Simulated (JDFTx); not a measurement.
Ba under changes of volume

One of the cells (67.563 Å³/atom); the others are scaled copies at fixed shape and fractional positions:

```
Ba
1.0
     0.00000    3.23267    3.23267
     3.23267    0.00000    3.23267
     3.23267    3.23267    0.00000
Ba
1
Direct
  0.00000 0.00000 0.00000
```

This isn't the form of Ba at room conditions, which is bcc.

| Property | Result |
| --- | --- |
| Program | JDFTx 1.7.0 (patched build) |
| Functional | PBE |
| Potentials or basis | PseudoDojo-SR-PBE-0.5-standard with smoothed tails |
| Cutoff | 599 eV |
| Density cutoff | 2395 eV |
| k mesh | 7 × 7 × 7 |
| Occupations | fermi-dirac, width 0.05 eV |
| Spin | no spin polarisation |

```csv
volume (Å³/atom),energy over the lowest point (meV/atom),pressure (GPa)
63.510,?,?
64.861,0.00,0.0
66.212,0.77,-0.2
67.563,3.04,-0.4
68.915,6.66,-0.5
70.266,11.54,-0.6
71.617,17.55,-0.8
```

Problem. What does the run at 63.510 Å³/atom give?

Solution. Energy over the lowest point 0.84 meV/atom; pressure 0.2 GPa.

Worked out: A Birch-Murnaghan fit of order 3 (a polynomial in V^(-2/3)) to the other rows has its minimum at 64.88 Å³/atom with B0 = V·E''(V) = 9.3 GPa and B' = 3.3. It gives 0.86 meV/atom at 63.510 Å³/atom, against the run's 0.84, and -dE/dV = 0.2 GPa, against 0.2.

Energies are extrapolated to zero smearing.
